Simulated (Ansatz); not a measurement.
# Re (P6_3/mmc) in Ansatz: further runs

Aim: see how the results for Re move with the level of theory and the settings. Levels: PBE, RPBE. Tasks: single point, relaxation of cell and atoms.

Program: Ansatz 0.2.0. These are calculated values, not measurements. Logs are shortened: lines on timing, memory, paths and dates and some standing lists are left out, and cuts for length are marked.

## Step 1: The structure

Symmetry: P6_3/mmc, No. 194, hexagonal system. The conventional cell has a = 2.761 Å, b = 2.761 Å, c = 4.458 Å, α = 90.00°, β = 90.00°, γ = 120.00°. Re (site symmetry -6m2) is surrounded by 12 Re at 2.74 to 2.76 Å.

## Step 2: Single point, PBE

Input file input.yaml:

```yaml
crystal:
  lattice:
    - [2.7608, 0.0, 0.0]
    - [-1.3804, 2.3909229348, 0.0]
    - [0.0, 0.0, 4.4582]
  atoms:
    - { symbol: Re, position: [0.6666666667, 0.3333333333, 0.75] }
    - { symbol: Re, position: [0.3333333333, 0.6666666667, 0.25] }
kpoints:
  mp_grid: { grid: [11, 11, 6] }
scf:
  occupations: { method: gaussian, width: 0.023 }
hamiltonian:
  xc: pbe
  pseudopotentials: { kind: all_electron, lapw: { basis_error: 0.001 } }
output:
  forces: true
  stress: true
  eigenvalues: true
```

Potentials or basis: all-electron LAPW, scalar-relativistic.

Run with:

```
$ ansatz run input.yaml --threads 1 --pin off --max-ram 3072MiB --backend cpu --events-out ev --progress --plain --runs-dir out
```

Output:

```text
Warning: RAYON_NUM_THREADS=1 ignored (pool sized by the plan → 1); use --threads N
LAPW: plane waves up to 8.583 Å⁻¹, error target 1.0e-3 eV per atom; small_component_spin mean_spin; Re in spheres of 1.370 Å, 39 of its electrons in bands, Dirac shells [] (how accurate: hamiltonian.pseudopotentials.lapw.basis_error, Limitations)
Engine: ansatz 0.2.0, aarch64-unknown-linux-gnu
Pseudopotentials: kind: all_electron
Pseudopotential: Re, LAPW, valence charge 39, lapw/all_electron/scalar/gaussian/Re, Koelling and Harmon's equation, gaussian nucleus
Functional definition: PBE
  parameter kappa = 0.804
  parameter beta = 0.06672455060314922
  exchange = pbe_x(kappa = kappa, mu = beta*pi^2/3)
  correlation = pbe_c(beta = beta)
Crystal: 2 atoms, lattice volume = 29.428 Å³
Basis set: ecut = 280.6916234113681 eV, 313 PW (Γ), exchange–correlation at level 2
Bands: 47, of which v1, the nominal top of the filled ones, is band 39 counted from 1 (38 counted from 0)
Symmetry: 24 space group operations
Space group: P63/mmc (ITA 194), of the structure as read, at distance tolerance 3.1e-5 Å
k-points: 64 of 726
Non-local potential: Re, projectors of the file, none
Initial density: superposition of atomic densities (chi_scale 0.1, normalization cell)
Initial wavefunctions: plane waves of lowest kinetic energy (no species holds an atomic orbital)
Functional: x = pbe(κ = 0.804, μ = 0.2195149727645171), c = pbe(β = 0.06672455060314922)
iter 1 solved again at ethr=1.53e-4 eV; its pass at ethr=1.00e-1 eV (dr2=1.20e-1 eV) is discarded
SCF iter   1: F=—  HF=-908306.279137 eV  |F-HF|=—  |Δ(HF+E_count)|=         —  Δρ=2.97e-2  dr2=1.20e-1  ethr=1.53e-4  ⟨swp⟩=3.0  Hψ=19087  notcnv=0
preconditioner: auto → Resta (q_TF=auto, 3.210 Å⁻¹)  ε∞=3.0  [insulator: Δε(μ)=0.047 eV  Ē_g=35.688 eV  σ=0.023 eV  W_gap=0.77  n_scr=22 (ndim 8)  ℏωp=50.3 eV  f_vac=0.000  D(μ)=1.52/eV (n_scr^D=22)  ε∞_Penn≈3.0]
SCF iter   2: F=—  HF=-908305.932645 eV  |F-HF|=—  |Δ(HF+E_count)|=   3.46e-1  Δρ=1.10e-2  dr2=1.98e-2  ethr=1.53e-4  ⟨swp⟩=2.7  Hψ=9413  notcnv=0
SCF iter   3: F=—  HF=-908305.915235 eV  |F-HF|=—  |Δ(HF+E_count)|=   1.74e-2  Δρ=6.60e-3  dr2=7.76e-3  ethr=2.53e-5  ⟨swp⟩=2.0  Hψ=8849  notcnv=0
SCF iter   4: F=—  HF=-908305.913215 eV  |F-HF|=—  |Δ(HF+E_count)|=   2.02e-3  Δρ=3.06e-3  dr2=1.95e-3  ethr=9.95e-6  ⟨swp⟩=2.0  Hψ=8870  notcnv=0
iter 5 solved again at ethr=7.39e-8 eV; its pass at ethr=2.50e-6 eV (dr2=5.76e-5 eV) is discarded
SCF iter   5: F=—  HF=-908305.913420 eV  |F-HF|=—  |Δ(HF+E_count)|=   2.05e-4  Δρ=4.66e-4  dr2=5.75e-5  ethr=7.39e-8  ⟨swp⟩=2.0  Hψ=15007  notcnv=0
SCF iter   6: F=—  HF=-908305.913432 eV  |F-HF|=—  |Δ(HF+E_count)|=   1.18e-5  Δρ=6.43e-5  dr2=1.20e-6  ethr=7.37e-8  ⟨swp⟩=2.0  Hψ=8842  notcnv=0
SCF iter   7: F=-908305.913432 eV  HF=-908305.913432 eV  |F-HF|=3.17e-8  |Δ(HF+E_count)|=   2.25e-7  Δρ=1.61e-5  dr2=7.34e-8  ethr=1.53e-9  ⟨swp⟩=2.0  Hψ=8842  notcnv=0
SCF 1 converged in 7 iterations: F = -908305.913432 eV  dr2 = 7.34e-8
SCF converged after 7 iterations
Free energy (F): -908305.913432 eV
Harris-Foulkes:  -908305.913432 eV  (|F-HF|=3.17e-8)
Internal energy: -908305.913294 eV  (E = F + TS)
E sigma→0 (E₀):  -908305.913363 eV
Entropy (-TS):   -0.000138 eV (-0.069 meV/atom)
Fermi energy:    30.839559 eV
--- Per-component energies (eV) ---
  E_band       = -4481.616119
  E_kinetic    = 1020681.102778
  E_xc         = -18090.620733
  E_electrostatic = -1910896.395339  (all electrons and nuclei)
  E_smearing   = -0.000138  (= −TS)
  E_closure    = 0.000000  (closes the sum)
  E_atoms      = -908282.845560  (free atoms, spherical and without spin; not in F)
  Σ components = -908305.913432   (vs F -908305.913432, Δ=0.00e0)
  Basis errors (estimates in eV, not in F): energy 2.1e-4 per atom: plane waves 1.9e-4 (9.6e-5 summed), levels above the bands 0.0e0, relativity 7.7e-8, radial functions 1.7e-5, core shells 1.2e-6; eigenvalues (radial functions only) 2.3e-6; not estimated: angular momenta, meshes, grids; target (lapw.basis_error) 1.0e-3; muffin-tin radii Re 1.370 Å
--- Forces (eV/Å), atoms counted from 1 ---
  atom   1  Re     0.00000000    -0.00000000    -0.00000000
  atom   2  Re    -0.00000000     0.00000000     0.00000000
  max |Σ_I F_I| component: 2.78e-17 eV/Å
--- Stress (GPa, compression-positive) ---
        6.191636       0.000000       0.000000
        0.000000       6.191636      -0.000000
        0.000000      -0.000000       5.400972
  P = ⅓ Tr σ = 5.9281 GPa (59.281 kbar)
--- Band table (eV; the first three rows and the last of 64) ---
  k-point 0: bands = ["-218.6714", "-218.6714", "-218.6714", "-218.6714", "-218.6714", "-218.6714", "-218.6713", "-218.6713", "-218.6712", "-218.6712", "-48.9743", "-48.8509", "-11.4947", "-10.4360", "-10.4360", "-10.2592", "-10.2592", "-10.2415", "-6.0787", "-6.0773", "-6.0757", "-6.0675", "-6.0675", "-6.0657", "-6.0657", "-6.0646", "-6.0646", "-6.0592", "-6.0499", "-6.0499", "-6.0453", "-6.0438", "20.9505", "24.1874", "29.2378", "29.2383", "29.2383", "30.0771", "30.0771", "31.0056", "31.0056", "31.4190", "34.1874", "34.1874", "40.7821", "44.2331", "46.2269"]
  k-point 1: bands = ["-218.6714", "-218.6714", "-218.6714", "-218.6714", "-218.6714", "-218.6714", "-218.6713", "-218.6713", "-218.6712", "-218.6712", "-48.9661", "-48.8592", "-11.4159", "-10.4243", "-10.4243", "-10.3312", "-10.2711", "-10.2711", "-6.0801", "-6.0763", "-6.0744", "-6.0713", "-6.0713", "-6.0666", "-6.0666", "-6.0605", "-6.0605", "-6.0600", "-6.0491", "-6.0491", "-6.0452", "-6.0439", "21.2815", "24.1987", "29.0448", "29.0996", "29.0996", "29.8776", "29.8776", "30.5559", "31.4472", "31.4472", "34.2119", "34.2119", "42.0815", "43.6727", "46.8146"]
  k-point 2: bands = ["-218.6714", "-218.6714", "-218.6714", "-218.6714", "-218.6714", "-218.6714", "-218.6713", "-218.6713", "-218.6712", "-218.6712", "-48.9437", "-48.8820", "-11.1972", "-10.5716", "-10.3921", "-10.3921", "-10.3037", "-10.3037", "-6.0805", "-6.0778", "-6.0737", "-6.0737", "-6.0705", "-6.0705", "-6.0701", "-6.0623", "-6.0547", "-6.0547", "-6.0486", "-6.0486", "-6.0449", "-6.0442", "22.1815", "24.0449", "28.6226", "28.9841", "28.9841", "29.1029", "29.4612", "29.4612", "32.3934", "32.3934", "34.0339", "34.0339", "43.4435", "44.8782", "45.3248"]
  k-point 63: bands = ["-218.6714", "-218.6714", "-218.6714", "-218.6714", "-218.6714", "-218.6714", "-218.6712", "-218.6712", "-218.6712", "-218.6712", "-48.8298", "-48.8298", "-11.2615", "-11.2615", "-10.9402", "-10.9402", "-10.4711", "-10.4711", "-6.0737", "-6.0737", "-6.0683", "-6.0683", "-6.0659", "-6.0659", "-6.0626", "-6.0626", "-6.0596", "-6.0596", "-6.0588", "-6.0588", "-6.0548", "-6.0548", "26.0257", "26.0257", "27.2681", "27.2681", "28.6339", "28.6339", "30.9562", "30.9562", "34.2751", "34.2751", "39.7454", "39.7454", "41.3383", "41.3383", "43.9472"]
```

Wall time 26 s (1 thread of Arm Neoverse V1, shared host); peak memory 0.41 GiB.

What came out:

```
Free energy            : -908305.9134 eV
Pressure               : 5.9 GPa
Band gap on the k mesh : none (metal or under the smearing width)
```

Stress tensor (GPa, compression positive):
```
6.19 0.00 0.00
0.00 6.19 0.00
0.00 0.00 5.40
```

## Step 3: Single point, PBE

Edit input.yaml of step 2 so:

```diff
@@ -11,3 +11,3 @@
 scf:
-  occupations: { method: gaussian, width: 0.023 }
+  occupations: { method: gaussian, width: 0.019 }
 hamiltonian:
```

Potentials or basis: all-electron LAPW, scalar-relativistic.

Run with:

```
$ ansatz run input.yaml --threads 1 --pin off --max-ram 3072MiB --backend cpu --events-out ev --progress --plain --runs-dir out
```

Run time: 25 s. Hardware: 1 thread of Arm Neoverse V1, shared host; peak memory 0.41 GiB.

The run converged. Its results:

```yaml
Free_energy: -908305.9134 eV
Pressure: 5.9 GPa
Band_gap_on_the_k_mesh: none (metal or under the smearing width)
```

Stress tensor (GPa, compression positive):
```
6.19 0.00 0.00
0.00 6.19 0.00
0.00 0.00 5.39
```

Levels at points of the mesh, in eV from the Fermi level:
```tsv
k point	band 35	band 36	band 37	band 38	band 39	band 40	band 41	band 42	band 43	band 44
(0.00, 0.00, 0.00)	-1.61	-1.60	-1.60	-0.77	-0.77	0.16	0.16	0.58	3.34	3.34
(0.00, 0.00, -0.50)	-2.42	-2.42	-1.73	-1.73	-1.73	-1.73	2.54	2.54	2.54	2.54
```

Spin-orbit coupling is left out, which matters for the levels of Re.

## Step 4: Relaxation of cell and atoms, RPBE

Edit input.yaml of step 3 so:

```diff
@@ -11,5 +11,5 @@
 scf:
-  occupations: { method: gaussian, width: 0.019 }
+  occupations: { method: fermi_dirac, width: 0.05 }
 hamiltonian:
-  xc: pbe
+  xc: rpbe
   pseudopotentials: { kind: all_electron, lapw: { basis_error: 0.001 } }
@@ -18,2 +18,5 @@
   stress: true
-  eigenvalues: true
+relax:
+  f_tol: 0.02
+  max_steps: 60
+  cell: {}
```

Potentials or basis: all-electron LAPW, scalar-relativistic.

Run with:

```
$ ansatz run input.yaml --threads 1 --pin off --max-ram 3072MiB --backend cpu --events-out ev --progress --plain --runs-dir out
```

Output:

```text
Warning: RAYON_NUM_THREADS=1 ignored (pool sized by the plan → 1); use --threads N
The last accepted step is kept in <dir> (removed where the run ends without a failure and the disk answers)
LAPW: plane waves up to 8.932 Å⁻¹, error target 1.0e-3 eV per atom; small_component_spin mean_spin; Re in spheres of 1.329 Å, 45 of its electrons in bands, Dirac shells [] (how accurate: hamiltonian.pseudopotentials.lapw.basis_error, Limitations)
Engine: ansatz 0.2.0, aarch64-unknown-linux-gnu
Pseudopotentials: kind: all_electron
Pseudopotential: Re, LAPW, valence charge 45, lapw/all_electron/scalar/gaussian/Re, Koelling and Harmon's equation, gaussian nucleus
Functional definition: RPBE
  parameter kappa = 0.804
  parameter beta = 0.06672455060314922
  exchange = rpbe_x(kappa = kappa, mu = beta*pi^2/3)
  correlation = pbe_c(beta = beta)
Crystal: 2 atoms, lattice volume = 29.428 Å³
Basis set: ecut = 303.99629433733617 eV, 337 PW (Γ), exchange–correlation at level 2
Bands: 54, of which v1, the nominal top of the filled ones, is band 45 counted from 1 (44 counted from 0)
Symmetry: 24 space group operations
Space group: P63/mmc (ITA 194), of the structure as read, at distance tolerance 3.1e-5 Å
k-points: 64 of 726
[... 81 lines left out ...]
  E_xc         = -18115.628493
  E_electrostatic = -1910938.919940  (all electrons and nuclei)
  E_smearing   = -0.015087  (= −TS)
  E_closure    = 0.000000  (closes the sum)
  E_atoms      = -908309.867666  (free atoms, spherical and without spin; not in F)
  Σ components = -908331.802255   (vs F -908331.802255, Δ=0.00e0)
  Basis errors (estimates in eV, not in F): energy 2.2e-4 per atom: plane waves 2.0e-4 (1.1e-4 summed), levels above the bands 2.8e-112, relativity 1.5e-7, radial functions 1.5e-5, core shells 2.3e-8; eigenvalues (radial functions only) 2.3e-6; not estimated: angular momenta, meshes, grids; target (lapw.basis_error) 1.0e-3; muffin-tin radii Re 1.341 Å
--- Forces (eV/Å), atoms counted from 1 ---
  atom   1  Re     0.00000000    -0.00000000    -0.00000000
  atom   2  Re    -0.00000000     0.00000000     0.00000000
  max |Σ_I F_I| component: 1.85e-17 eV/Å
--- Stress (GPa, compression-positive) ---
       -0.002395      -0.000000       0.000000
       -0.000000      -0.002395       0.000000
        0.000000       0.000000       0.009012
  P = ⅓ Tr σ = 0.0014 GPa (0.014 kbar)
--- Relaxed structure (5 steps of the walk, 4 accepted, 1 SCFs on fresh bases) ---
  F+E_penalty+E_count = -908331.80225475 eV   max|allowed force component| = 1.203e-16 eV/Å   (the final SCF, on the basis selected at the relaxed cell)
  cell:  # Å, volume = 30.2326 Å³
    - [2.784447874041637, -1.1481469653240933e-33, -1.0046285946585818e-34]
    - [-1.3922239370208185, 2.4114025944336297, 1.496638736577966e-34]
    - [3.4763488849067985e-35, 1.8540527386169587e-34, 4.5026325689189814]
  atoms:
    - { symbol: Re, position: [0.6666666666666666, 0.3333333333333333, 0.7499999999999999] }
    - { symbol: Re, position: [0.3333333333333333, 0.6666666666666666, 0.25] }
```

Run time: 2 min. Hardware: 1 thread of Arm Neoverse V1, shared host; peak memory 0.45 GiB.

Results:

```
Free energy                            : -908331.8023 eV
Relaxed volume                         : 15.12 Å³/atom
Relaxed cell                           : a = 2.784 Å, b = 2.784 Å, c = 4.503 Å, α = 90.00°, β = 90.00°, γ = 120.00°
Space group after relaxing (to 0.05 Å) : P6_3/mmc (No. 194)
Energy gained by relaxing              : 12.3 meV/atom
Ionic steps                            : 5
Pressure after relaxing                : 0.0 GPa
```

Step by step:
| step | energy change (eV) | largest force (eV/Å) | volume (Å³) |
| --- | --- | --- | --- |
| 1 | 0.0000 | 0.0000 | 29.43 |
| 2 | -0.0243 | 0.0000 | 30.33 |
| 3 | -0.0247 | 0.0000 | 30.24 |
| 4 | -0.0247 | 0.0000 | 30.23 |
| 5 | -0.0247 | 0.0000 | 30.23 |

Final structure:
```
CELL_PARAMETERS angstrom
2.78445 0.00000 0.00000
-1.39222 2.41140 0.00000
0.00000 0.00000 4.50263
ATOMIC_POSITIONS crystal
Re 0.66667 0.33333 0.75000
Re 0.33333 0.66667 0.25000
```

Spin-orbit coupling is left out, which matters for the levels of Re. Zero-point motion and thermal expansion aren't in these numbers.

## Step 5: The runs side by side

```csv
task,level,cell,cutoff (eV),smearing,gap on the mesh (eV),pressure (GPa)
single point,PBE,as given,281,gaussian 0.023 eV,none,5.9
single point,PBE,as given,281,gaussian 0.019 eV,none,5.9
relaxation of cell and atoms,RPBE,relaxed,-,fermi-dirac 0.05 eV,-,0.0
```

Alike in all rows: potentials or basis all-electron LAPW, scalar-relativistic; no spin polarisation; k mesh 11 × 11 × 6; basis error allowed 0.001 eV/atom.

Compare energies only between runs with the same functional and basis.
